# Five functionals, one crystal: reading the band gap of BaTiO₃

The table holds the atoms of tetragonal barium titanate in place and changes the functional, the recipe for exchange and correlation among the electrons. The gap on path is the energy from the highest filled to the lowest empty state along a line through special points of the band structure. The direct gap on path compares filled and empty states at the same wavevector.

ABINIT 10.8.3, plane-wave Kohn–Sham DFT with PAW datasets for tetragonal BaTiO₃ (P4mm, 5 atoms) at one fixed geometry, without spin polarisation or spin–orbit coupling. The k-point mesh is 7 × 7 × 7, centred on Γ, with Fermi–Dirac smearing of 0.05 eV; the gaps are read along the path Γ–X–M–Γ–Z–R–A–Z.

| functional | potentials | wave cutoff | gap on path (eV) | direct gap on path (eV) |
| --- | --- | --- | --- | --- |
| LDA | JTH-PAW-LDA-v2.0 | 625.862 eV | 1.703 | 1.988 |
| PBE | JTH-PAW-PBE-v2.0 | 625.862 eV | 1.790 | 2.074 |
| PBEsol | JTH-PAW-PBE-v2.0 | 625.862 eV | 1.743 | 2.027 |
| r2SCAN | JTH-PAW-PBE-v2.0 | 761.919 eV | 2.148 | 2.432 |
| TB-mBJ | JTH-PAW-LDA-v2.0 | 761.919 eV | 2.461 | 2.723 |

## 1. Which functional gives the larger gap, and where are the big steps?

The gap grows in the order LDA, PBEsol, PBE, r2SCAN, TB-mBJ. LDA and PBE differ by only 0.087 eV, about a ninth of the whole range. From PBE to r2SCAN the gap rises by 0.358 eV, and the next step, to TB-mBJ, is nearly as large. The functionals thus form a close group of three, followed by two that stand apart.

## 2. Can a change of structure be the cause?

It can't, because every row uses the same cell and the same atomic positions. The differences come from how the electrons are treated.

Letting the cell relax would bring in a second effect. At this fixed size the LDA crystal has a pressure of −7.4 GPa and would shrink, while the PBE crystal has +3.6 GPa and would expand. Relaxation would therefore give each functional its own volume and its own shift of titanium from the centre of its oxygen cage. Both alter the gap, and these runs don't tell by how much. TB-mBJ supplies a potential but no matching energy, so its cell has to be taken from another method.

## 3. Why does PBE stay near LDA while r2SCAN moves away?

In BaTiO₃ the filled states below the gap are mainly oxygen 2p and the empty states above it mainly titanium 3d. To lift an electron across the gap is, roughly, to move it from oxygen to titanium. A functional changes the gap if it treats these two kinds of orbital differently.

LDA builds its potential from the electron density at each point, and PBE adds the density's gradient. In both, a filled and an empty orbital at the same place feel the same potential. The exact theory contains a further term: the potential jumps when an electron is added beyond the filled bands, and this jump belongs to the true gap. LDA and PBE both lack it. The gradient terms of PBE don't restore it, and here the two gaps stay within 0.1 eV of each other.

r2SCAN also uses the kinetic-energy density, which measures how rapidly the occupied orbitals vary in space. The resulting operator acts on each orbital through that orbital's own slope. Oxygen 2p and titanium 3d states can then be shifted differently even where they overlap, and part of the missing jump is expected to be recovered. TB-mBJ uses the same ingredient in another way: it has one potential for all orbitals, so it opens the gap through the shape of that potential and not through the jump. Its parameters were adjusted to measured gaps of solids.

The electron counts inside atomic spheres fit this picture. From PBE to r2SCAN the titanium sphere loses 0.061 electrons and the three oxygen spheres together gain 0.066, while barium changes by less than 0.01. When the oxygen and titanium levels lie further apart they mix less, and less oxygen charge leaks onto titanium. The oxygen count alone is weak evidence, though: from PBEsol to PBE it rises by slightly more, while the gap grows by only 0.047 eV. The charges are consistent with the mechanism but don't prove it, since gap and charge also respond to each other.

## 4. Does the functional reshape the bands or only move them apart?

For four functionals it mostly moves them apart. The direct gap exceeds the indirect one by 0.284 eV in PBE and by the same amount in r2SCAN, although both gaps have grown by 0.358 eV. By this one measure the gap has opened almost rigidly. It compares only band edges, so the shape of the bands elsewhere isn't tested.

TB-mBJ is the exception. Its difference between the two gaps is 0.262 eV, about 8% below the LDA value. In the usual band picture of this crystal the lowest empty state lies at the zero wavevector. The smallest direct gap is found there too, as question 5 shows. Both gaps then end at the same empty state, and their difference is the height of the filled band's top above its value at that wavevector. On this reading the highest filled band is slightly flatter in TB-mBJ, as happens when orbitals are more compact and electrons hop less easily between atoms.

## 5. What would change if the gap were read from the regular mesh?

The indirect gap would come out too large by 0.09 to 0.10 eV in every row. That is as much as the whole difference between LDA and PBE, so a mesh value set beside a path value could imitate a change of functional.

The cause is geometric. A mesh of seven points in each direction, centred on the zero wavevector Γ, steps in sevenths and never lands on the halfway point, the boundary of the Brillouin zone. In the usual band picture of this crystal the highest filled state lies on that boundary and the lowest empty state at Γ. An even mesh centred on Γ would include boundary points and should remove most of the error.

The direct gap is the same on mesh and path to the printed digits. Γ is the only point the two share, so the smallest direct gap lies there.

## 6. Does the smearing of the occupations disturb the gap?

The calculation fills its states as if they were warm, with a width $w = 0.05$ eV. If $E$ is the gap on the mesh, a band edge lies about $x = E/(2w)$ widths from the Fermi energy. Its occupation, or the share of missing electrons on the filled side, is about $e^{-x}$. For LDA $x$ is 18, which gives roughly two parts in a hundred million. The Fermi energy of the run isn't exactly in the middle of the gap, which changes this by a factor of about three at each edge, still far too little to affect the gap.

The entropy term of the energy gives a check. A nearly empty state contributes an entropy proportional to $(x+1)e^{-x}$, and a nearly full one does the same. Because electrons above the gap and holes below it are equal in number, the sum keeps this form even if the Fermi energy is somewhat off the middle. With mesh gaps of 1.800 eV for LDA and 2.246 eV for r2SCAN, the ratio of their entropy terms should be

$$\frac{18.0+1}{22.5+1}\,e^{22.46-18.00}\approx 0.81\times 87\approx 70.$$

The computed ratio is 69. The estimate has no adjusted constant and treats the band edges as equally dense in states for both functionals. Its exponential is the filling rule given to the program, so the agreement doesn't test a law of nature. It shows that only the far tail of the smearing reaches the band edges. PBE and PBEsol agree about as well, as the output below shows; for TB-mBJ there is no entropy value to compare.

## 7. Which digits can be trusted, and how far is the result from the real crystal?

The safest small difference is the 0.047 eV between PBEsol and PBE, which share the same potentials (the datasets that stand for the atomic cores) and the same wave cutoff. Even here the potentials were made for PBE, so they don't fully match PBEsol. Between LDA and PBEsol the potentials change too, so their 0.040 eV is not purely an effect of the functional. r2SCAN runs with potentials made for PBE and TB-mBJ with potentials made for LDA. Both use a higher cutoff, and in both the program warned that very small densities were raised to a floor. The effect of these points wasn't tested here, nor was that of the overlapping titanium and oxygen spheres or of the barium dataset, which is known to stand apart from other sets. The large steps deserve trust in their first decimal at most.

For the real crystal, take a gap of roughly 3.3 eV, a recalled value. PBE then gives a little over half of it, r2SCAN about two thirds and TB-mBJ three quarters. Spin-orbit coupling is left out, but the states at the gap belong to light oxygen and titanium rather than heavy barium, so it should matter by hundredths of an electronvolt. The motion of the atoms is also missing and can shift oxide gaps by tenths. For PBE, which falls short by about 1.5 eV, the functional remains the main suspect.

For another oxide with filled oxygen 2p and empty metal d states, the same reasoning suggests similar LDA and PBE gaps in a fixed cell, and a larger one with r2SCAN. The size of that step has to be calculated, since it depends on how strongly metal and oxygen mix.

Output of the analysis:

```
Gaps compared:
     row  indirect gap above LDA (eV)  direct minus indirect (eV)  mesh minus path indirect gap (eV)  short of rough 3.3 eV (eV)  share of rough 3.3 eV
     LDA                            0                       0.285                            0.09676                       1.597                 0.5161
     PBE                        0.087                       0.284                            0.09617                        1.51                 0.5424
  PBEsol                         0.04                       0.284                            0.09741                       1.557                 0.5282
  r2SCAN                        0.445                       0.284                            0.09789                       1.152                 0.6509
  TB-mBJ                        0.758                       0.262                            0.08743                       0.839                 0.7458
Step LDA to PBEsol, eV: 0.04
Step PBEsol to PBE, eV: 0.047
Step PBE to r2SCAN, eV: 0.358
Step r2SCAN to TB-mBJ, eV: 0.313
Spread of LDA, PBEsol and PBE as percent of the whole range: 11.48
Rise of the direct gap from PBE to r2SCAN, eV: 0.358
Rise of the direct gap from LDA to TB-mBJ, eV: 0.735
Direct minus indirect in TB-mBJ as percent of that in LDA: 91.93
Change of Ti sphere charge from PBE to r2SCAN, electrons: -0.0608
Change of the three O sphere charges together from PBE to r2SCAN, electrons: 0.0661
Change of Ba sphere charge from PBE to r2SCAN, electrons: -0.0081
Change of Ba sphere charge from LDA to TB-mBJ, electrons: 0.0829
Half the LDA mesh gap in units of the smearing width: 18
Estimated occupation of a state half the LDA mesh gap above the Fermi energy: 1.527e-08
Entropy term LDA over PBEsol, estimated ratio: 1.47
Entropy term LDA over PBEsol, computed ratio: 1.475
Entropy term LDA over PBE, estimated ratio: 2.27
Entropy term LDA over PBE, computed ratio: 2.239
Entropy term LDA over r2SCAN, estimated ratio: 70.13
Entropy term LDA over r2SCAN, computed ratio: 68.97
```
